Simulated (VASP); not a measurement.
# GaAs (F-43m) in VASP: further runs

The runs below take GaAs through band structure, with LDA, PBE, HSE06.

All numbers are computed with VASP 6.6.1; they aren't measurements. Logs are shortened: lines on timing, memory, paths and dates and some standing lists are left out, and cuts for length are marked.

**Measured values to compare with.**

“Evidence of valence band perturbations in GaAsN/GaAs(001): A combined variable-angle spectroscopic ellipsometry and modulated photoreflectance investigation”, 2008, arxiv:0805.2212 reports, for a bulk crystal of GaAs at 300 K: band gap 1.412 ± 0.01 eV (direct); band gap 1.418 ± 0.005 eV (direct).

How close the calculation comes is told below.

**1. The crystal as given**

It takes space group F-43m (No. 216, cubic). Conventional cell: a = 5.750 Å, b = 5.750 Å, c = 5.750 Å, α = 90.00°, β = 90.00°, γ = 90.00°. Around Ga (site symmetry -43m) lie 4 As at 2.49 Å. As (site symmetry -43m) is surrounded by 4 Ga at 2.49 Å.

**2. Band structure, LDA**

File INCAR:

```
  ALGO = Fast
  EDIFF = 1E-6
  ENCUT = 520
  GGA = CA
  ISIF = 2
  ISMEAR = 0
  LASPH = T
  LCHARG = F
  LREAL = F
  LWAVE = F
  NBANDS = 16
  NELM = 80
  PREC = Accurate
  SIGMA = 0.03
```

File KPOINTS:

```
k-points
0
Gamma
  10 10 10
```

File POSCAR:

```
GaAs                                    
1.0
    0.0000000000      2.8751155360      2.8751155360
    2.8751155360      0.0000000000      2.8751155360
    2.8751155360      2.8751155360      0.0000000000
  Ga              As            
     1     1
Direct
     0.0000000000000000    0.0000000000000000    0.0000000000000000
     0.2500000000000000    0.2500000000000000    0.2500000000000000
```

File KPOINTS_OPT:

```
explicit points
159
Reciprocal
 0.0000000000  0.0000000000  0.0000000000 1
 0.0357142857  0.0000000000  0.0357142857 1
 0.0714285714  0.0000000000  0.0714285714 1
 0.1071428571  0.0000000000  0.1071428571 1
 0.1428571429  0.0000000000  0.1428571429 1
 0.1785714286  0.0000000000  0.1785714286 1
[... 151 lines left out ...]
 0.4250000000  0.0000000000  0.4250000000 1
 0.4500000000  0.0000000000  0.4500000000 1
```

Potentials or basis: VASP PAW LDA potentials, release 64 (Ga_d, As).

On the command line:

```
> cat potpaw_LDA.64/Ga_d/POTCAR potpaw_LDA.64/As/POTCAR > POTCAR
> mpirun -np 1 vasp_std > vasp.out
```

OUTCAR:

```text
EDIFF = 1E-6
   ENCUT = 520
   GGA = CA
   ISIF = 2
   ISMEAR = 0
   LASPH = T
   LREAL = F
   NELM = 80
   PREC = Accurate

 ion  position               nearest neighbor table
   1  0.000  0.000  0.000-   2 2.49   2 2.49   2 2.49   2 2.49
   2  0.250  0.250  0.250-   1 2.49   1 2.49   1 2.49   1 2.49

  LATTYP: Found a face centered cubic cell.
 ALAT       =     5.7502310720

  Lattice vectors:

 A1 = (   0.0000000000,   2.8751155360,   2.8751155360)
 A2 = (   2.8751155360,   0.0000000000,   2.8751155360)
 A3 = (   2.8751155360,   2.8751155360,   0.0000000000)

Analysis of symmetry for initial positions (statically):
=====================================================================
 Subroutine PRICEL returns:
 Original cell was already a primitive cell.

 Routine SETGRP: Setting up the symmetry group for a
 face centered cubic supercell.

 Subroutine GETGRP returns: Found 24 space group operations
 (whereof 24 operations were pure point group operations)
 out of a pool of 48 trial point group operations.

The static configuration has the point symmetry T_d .

Analysis of symmetry for dynamics (positions and initial velocities):
=====================================================================
 Subroutine PRICEL returns:
 Original cell was already a primitive cell.

 Routine SETGRP: Setting up the symmetry group for a
 face centered cubic supercell.

 Subroutine GETGRP returns: Found 24 space group operations
 (whereof 24 operations were pure point group operations)
 out of a pool of 48 trial point group operations.

The dynamic configuration has the point symmetry T_d .

 Subroutine INISYM returns: Found 24 space group operations
 (whereof 24 operations are pure point group operations),
 and found     1 'primitive' translations

----------------------------------------------------------------------------------------

                                     Primitive cell

  volume of cell :      47.5331

  direct lattice vectors                    reciprocal lattice vectors
     0.000000000  2.875115536  2.875115536    -0.173906055  0.173906055  0.173906055
     2.875115536  0.000000000  2.875115536     0.173906055 -0.173906055  0.173906055
     2.875115536  2.875115536  0.000000000     0.173906055  0.173906055 -0.173906055

  length of vectors
     4.066027384  4.066027384  4.066027384     0.301214123  0.301214123  0.301214123

  position of ions in fractional coordinates (direct lattice)
     0.000000000  0.000000000  0.000000000
     0.250000000  0.250000000  0.250000000

  ion indices of the primitive-cell ions
   primitive index   ion index
                 1           1
                 2           2

----------------------------------------------------------------------------------------

 KPOINTS: k-points

Automatic generation of k-mesh.
 Grid dimensions read from file:
 generate k-points for:   10   10   10

 Generating k-lattice:

  Cartesian coordinates                     Fractional coordinates (reciprocal lattice)
    -0.017390605  0.017390605  0.017390605     0.100000000  0.000000000  0.000000000
     0.017390605 -0.017390605  0.017390605     0.000000000  0.100000000  0.000000000
     0.017390605  0.017390605 -0.017390605     0.000000000  0.000000000  0.100000000

  Length of vectors
     0.030121412  0.030121412  0.030121412

  Shift w.r.t. Gamma in fractional coordinates (k-lattice)
     0.000000000  0.000000000  0.000000000

 Subroutine IBZKPT returns following result:
 ===========================================

 Found     47 irreducible k-points:

 Following reciprocal coordinates:
            Coordinates               Weight
  0.000000  0.000000  0.000000      1.000000
  0.100000  0.000000  0.000000      8.000000
  0.200000  0.000000  0.000000      8.000000
  0.300000  0.000000  0.000000      8.000000
  0.400000  0.000000  0.000000      8.000000
  0.500000  0.000000  0.000000      4.000000
[... 16 lines left out ...]
  0.300000  0.300000  0.000000      6.000000
  0.400000  0.300000  0.000000     24.000000
 [... further k-points ...]
   k-points           NKPTS =     47   k-points in BZ     NKDIM =     47   number of bands    NBANDS=     16
   number of dos      NEDOS =    301   number of ions     NIONS =      2
   total plane-waves  NPLWV =  27000
   dimension x,y,z NGX =    30 NGY =   30 NGZ =   30
   dimension x,y,z NGXF=    60 NGYF=   60 NGZF=   60
   ions per type =               1   1
   NGX,Y,Z   is equivalent  to a cutoff of  12.27, 12.27, 12.27 a.u.
   NGXF,Y,Z  is equivalent  to a cutoff of  24.53, 24.53, 24.53 a.u.
 SYSTEM =  unknown system
   PREC   = accura    normal or accurate (medium, high low for compatibility)
   ISTART =      0    job   : 0-new  1-cont  2-samecut
   ICHARG =      2    charge: 1-file 2-atom 10-const
   ISPIN  =      1    spin polarized calculation?
   LNONCOLLINEAR =      F non collinear calculations
   LSORBIT =      F    spin-orbit coupling
   LASPH  =      T    aspherical Exc in radial PAW
   ENCUT  =  520.0 eV  38.22 Ry    6.18 a.u.   7.56  7.56  7.56*2*pi/ulx,y,z
   NELM   =     80;   NELMIN=  2; NELMDL= -5     # of ELM steps
   EDIFF  = 0.1E-05   stopping-criterion for ELM
   LREAL  =      F    real-space projection
[... 7 lines left out ...]
   TEBEG  =    0.0;   TEEND  =   0.0 temperature during run
   PSTRESS=    0.0 pullay stress
   NELECT =      18.0000    total number of electrons
   NUPDOWN=      -1.0000    fix difference up-down
   EMIN   =  10.00;   EMAX   =-10.00  energy-range for DOS
   EFERMI =   0.00;   METHOD = LEGACY
   ISMEAR =     0;   SIGMA  =   0.03  broadening in eV -4-tet -1-fermi 0-gaus
   EFERMI_NEDOS =   21; number of points for ismear=-14 and -15
   IALGO  =     68    algorithm
   IMIX   =      4    mixing-type and parameters
     AMIX     =   0.40;   BMIX     =  1.00
     AMIX_MAG =   1.60;   BMIX_MAG =  1.00
  volume/ion in A,a.u.               =      23.77       160.38
  Fermi-wavevector in a.u.,A,eV,Ry     =   1.184405  2.238202 19.086471  1.402816
  Thomas-Fermi vector in A             =   2.320620
   LORBIT       =      0    0 simple, 1 ext, 2 COOP (PROOUT), +10 PAW based schemes
   GGA     = CA    functional components
   LHFCALC =     F    Hartree Fock is set to
   AEXX    =    0.0000 exact exchange contribution
   IVDW    =     0    specifies the selected vdW correction
   LEPSILON=     F    determine dielectric tensor
   LRPA    =     F    only Hartree local field effects (RPA)
 non-spin polarized calculation
 RMM-DIIS sequential band-by-band and
 Gauss-broadening in eV      SIGMA  =   0.03
  energy-cutoff  :      520.00
  volume of cell :       47.53
 maximum number of plane-waves:      1298
   NGX = 15   NGY = 15   NGZ = 15

 number of electron      17.9999988 magnetization

 Free energy of the ion-electron system (eV)
  ---------------------------------------------------
  ext. energy  EPLUGINS =         0.00000000
  ---------------------------------------------------
  free energy    TOTEN  =        -9.58955516 eV

  energy without entropy =       -9.58950796  energy(sigma->0) =       -9.58953156

 E-fermi :   3.3383     XC(G=0):  -9.6906

 val. band max:        3.3290230238   @ k =   0.0000   0.0000   0.0000
 cond. band min:       4.0550083383   @ k =   0.5000   0.0000   0.0000
 fundamental gap:      0.7259853145
 Fermi energy:         3.3383488756

 k-point     1 :       0.0000    0.0000    0.0000
  band No.  band energies     occupation
      1     -11.5123      2.00000
      2     -11.5123      2.00000
      3     -11.5123      2.00000
      4     -11.4456      2.00000
      5     -11.4456      2.00000
      6      -9.0837      2.00000
[... 8 lines left out ...]
     15      13.3688      0.00000
     16      13.3689      0.00000

 k-point     2 :       0.1000    0.0000    0.0000
  band No.  band energies     occupation
      1     -11.5189      2.00000
      2     -11.5104      2.00000
      3     -11.5104      2.00000
      4     -11.4457      2.00000
      5     -11.4457      2.00000
      6      -8.9751      2.00000
[... 8 lines left out ...]
     15      12.6912      0.00000
     16      12.6912      0.00000

 k-point     3 :       0.2000    0.0000    0.0000
  band No.  band energies     occupation
      1     -11.5353      2.00000
      2     -11.5056      2.00000
      3     -11.5056      2.00000
      4     -11.4457      2.00000
      5     -11.4457      2.00000
      6      -8.6631      2.00000
[... 8 lines left out ...]
     15      12.2019      0.00000
     16      12.2019      0.00000

 k-point     4 :       0.3000    0.0000    0.0000
  band No.  band energies     occupation
      1     -11.5544      2.00000
      2     -11.5006      2.00000
      3     -11.5006      2.00000
      4     -11.4448      2.00000
      5     -11.4448      2.00000
      6      -8.1978      2.00000
[... 8 lines left out ...]
     15      12.5363      0.00000
     16      12.5363      0.00000

 k-point     5 :       0.4000    0.0000    0.0000
  band No.  band energies     occupation
      1     -11.5689      2.00000
      2     -11.4973      2.00000
      3     -11.4973      2.00000
      4     -11.4433      2.00000
      5     -11.4433      2.00000
      6      -7.7082      2.00000
[... 8 lines left out ...]
     15      13.6763      0.00000
     16      13.6763      0.00000

 k-point     6 :       0.5000    0.0000    0.0000
  band No.  band energies     occupation
      1     -11.5743      2.00000
      2     -11.4962      2.00000
      3     -11.4962      2.00000
      4     -11.4425      2.00000
      5     -11.4425      2.00000
      6      -7.4724      2.00000
[... 8 lines left out ...]
     15      14.8902      0.00000
     16      14.8942      0.00000

 k-point     7 :       0.1000    0.1000    0.0000
  band No.  band energies     occupation
      1     -11.5230      2.00000
      2     -11.5086      2.00000
      3     -11.5086      2.00000
      4     -11.4471      2.00000
      5     -11.4446      2.00000
      6      -8.9389      2.00000
[... 8 lines left out ...]
     15      11.7962      0.00000
     16      13.5262      0.00000

 k-point     8 :       0.2000    0.1000    0.0000
  band No.  band energies     occupation
      1     -11.5364      2.00000
      2     -11.5047      2.00000
      3     -11.5038      2.00000
      4     -11.4485      2.00000
      5     -11.4437      2.00000
      6      -8.6941      2.00000
[... 8 lines left out ...]
     15      12.4215      0.00000
     16      13.2160      0.00000

 k-point     9 :       0.3000    0.1000    0.0000
  band No.  band energies     occupation
      1     -11.5533      2.00000
      2     -11.5004      2.00000
      3     -11.4985      2.00000
      4     -11.4487      2.00000
      5     -11.4427      2.00000
      6      -8.2762      2.00000
[... 8 lines left out ...]
     15      12.8394      0.00000
     16      13.3185      0.00000
[... 172 lines left out ...]
 k-point    19 :       0.5000    0.2000    0.0000
  band No.  band energies     occupation
      1     -11.5807      2.00000
      2     -11.4910      2.00000
      3     -11.4870      2.00000
      4     -11.4509      2.00000
      5     -11.4407      2.00000
      6      -7.2959      2.00000
[... 8 lines left out ...]
     15      14.7842      0.00000
     16      14.9700      0.00000

 k-point    20 :      -0.4000    0.2000    0.0000
  band No.  band energies     occupation
      1     -11.5800      2.00000
      2     -11.4918      2.00000
      3     -11.4882      2.00000
      4     -11.4475      2.00000
      5     -11.4435      2.00000
      6      -7.2307      2.00000
[... 8 lines left out ...]
     15      13.2205      0.00000
     16      14.5838      0.00000

 k-point    21 :      -0.3000    0.2000    0.0000
  band No.  band energies     occupation
      1     -11.5725      2.00000
      2     -11.4935      2.00000
      3     -11.4920      2.00000
      4     -11.4466      2.00000
      5     -11.4450      2.00000
      6      -7.5665      2.00000
[... 8 lines left out ...]
     15      13.1707      0.00000
     16      15.0448      0.00000

 k-point    22 :      -0.2000    0.2000    0.0000
  band No.  band energies     occupation
      1     -11.5601      2.00000
      2     -11.4978      2.00000
      3     -11.4963      2.00000
      4     -11.4480      2.00000
      5     -11.4439      2.00000
      6      -8.0366      2.00000
[... 8 lines left out ...]
     15      13.5288      0.00000
     16      14.2374      0.00000

 k-point    23 :       0.3000    0.3000    0.0000
  band No.  band energies     occupation
      1     -11.5756      2.00000
      2     -11.4862      2.00000
      3     -11.4862      2.00000
      4     -11.4581      2.00000
      5     -11.4386      2.00000
      6      -7.8851      2.00000
[... 8 lines left out ...]
     15      14.7705      0.00000
     16      15.2378      0.00000

 k-point    24 :       0.4000    0.3000    0.0000
  band No.  band energies     occupation
      1     -11.5857      2.00000
      2     -11.4825      2.00000
      3     -11.4813      2.00000
      4     -11.4597      2.00000
      5     -11.4376      2.00000
      6      -7.4842      2.00000
[... 8 lines left out ...]
     15      15.4124      0.00000
     16      15.6248      0.00000

 [... further k-points ...]
[... 5 lines left out ...]
  --------------------------------------------------------------------------------------
  -------------------------------------------------------------------------------------
  Total       -1.3623579     -1.3623579     -1.3623579     -0.0000000      0.0000000      0.0000000
  in kB      -45.9204262    -45.9204262    -45.9204262     -0.0000000      0.0000000      0.0000000
  external PRESSURE =     -45.9204262 kB  Pullay stress =       0.0000000 kB

 VOLUME and BASIS-vectors are now :
 -----------------------------------------------------------------------------
  energy-cutoff  :      520.00
  volume of cell :       47.53
      direct lattice vectors                 reciprocal lattice vectors
     0.000000000  2.875115536  2.875115536    -0.173906055  0.173906055  0.173906055
     2.875115536  0.000000000  2.875115536     0.173906055 -0.173906055  0.173906055
     2.875115536  2.875115536  0.000000000     0.173906055  0.173906055 -0.173906055

 POSITION                                       TOTAL-FORCE (eV/Angst)
 -----------------------------------------------------------------------------------
      0.00000      0.00000      0.00000         0.000000      0.000000      0.000000
      1.43756      1.43756      1.43756        -0.000000     -0.000000     -0.000000
 -----------------------------------------------------------------------------------
    total drift:                                0.000000      0.000000      0.000000

  FREE ENERGIE OF THE ION-ELECTRON SYSTEM (eV)
  ---------------------------------------------------
  free  energy   TOTEN  =        -9.5895551596 eV

  energy  without entropy=       -9.5895079593  energy(sigma->0) =       -9.58953156
```

Run time: 75 s. Hardware: 1 thread of Intel Xeon Platinum 8488C (Sapphire Rapids), shared host; peak memory 0.19 GiB.

What came out:

```
Free energy             : -9.5896 eV
Pressure                : -4.6 GPa
Band gap along the path : none (metal or under the smearing width)
```

Levels at the corners of the path, in eV from the Fermi level:
| point | band 5 | band 6 | band 7 | band 8 | band 9 | band 10 | band 11 | band 12 | band 13 | band 14 |
| --- | --- | --- | --- | --- | --- | --- | --- | --- | --- | --- |
| Γ | -14.78 | -12.42 | -0.05 | -0.01 | -0.01 | -0.01 | 3.65 | 3.65 | 3.65 | 7.17 |
| X | -14.77 | -10.14 | -6.65 | -2.53 | -2.53 | 1.42 | 1.56 | 9.63 | 9.63 | 10.33 |
| X | -14.77 | -10.14 | -6.65 | -2.53 | -2.53 | 1.42 | 1.56 | 9.63 | 9.63 | 10.33 |
| W | -14.78 | -10.09 | -6.49 | -3.34 | -3.15 | 4.29 | 4.59 | 5.13 | 5.90 | 10.51 |
| W | -14.78 | -10.09 | -6.49 | -3.34 | -3.15 | 4.29 | 4.59 | 5.13 | 5.90 | 10.51 |
| K | -14.78 | -10.17 | -6.48 | -3.65 | -2.13 | 1.86 | 4.42 | 7.54 | 7.74 | 8.27 |
| K | -14.78 | -10.17 | -6.48 | -3.65 | -2.13 | 1.86 | 4.42 | 7.54 | 7.74 | 8.27 |
| Γ | -14.78 | -12.42 | -0.05 | -0.01 | -0.01 | -0.01 | 3.65 | 3.65 | 3.65 | 7.17 |
| Γ | -14.78 | -12.42 | -0.05 | -0.01 | -0.01 | -0.01 | 3.65 | 3.65 | 3.65 | 7.17 |
| L | -14.78 | -10.81 | -6.44 | -1.08 | -1.08 | 0.72 | 4.55 | 4.55 | 7.49 | 9.81 |
| L | -14.78 | -10.81 | -6.44 | -1.08 | -1.08 | 0.72 | 4.55 | 4.55 | 7.49 | 9.81 |
| U | -14.78 | -10.17 | -6.48 | -3.65 | -2.13 | 1.86 | 4.42 | 7.54 | 7.74 | 8.27 |
| U | -14.78 | -10.17 | -6.48 | -3.65 | -2.13 | 1.86 | 4.42 | 7.54 | 7.74 | 8.27 |
| W | -14.78 | -10.09 | -6.49 | -3.34 | -3.15 | 4.29 | 4.59 | 5.13 | 5.90 | 10.51 |
| W | -14.78 | -10.09 | -6.49 | -3.34 | -3.15 | 4.29 | 4.59 | 5.13 | 5.90 | 10.51 |
| L | -14.78 | -10.81 | -6.44 | -1.08 | -1.08 | 0.72 | 4.55 | 4.55 | 7.49 | 9.81 |
| L | -14.78 | -10.81 | -6.44 | -1.08 | -1.08 | 0.72 | 4.55 | 4.55 | 7.49 | 9.81 |
| K | -14.78 | -10.17 | -6.48 | -3.65 | -2.13 | 1.86 | 4.42 | 7.54 | 7.74 | 8.27 |
| U | -14.78 | -10.17 | -6.48 | -3.65 | -2.13 | 1.86 | 4.42 | 7.54 | 7.74 | 8.27 |
| X | -14.77 | -10.14 | -6.65 | -2.53 | -2.53 | 1.42 | 1.56 | 9.63 | 9.63 | 10.33 |

Caveat: this crystal is a semiconductor, whose small gap the functional closes, so the metal is an error of the method.

[end of part 1 of 3]
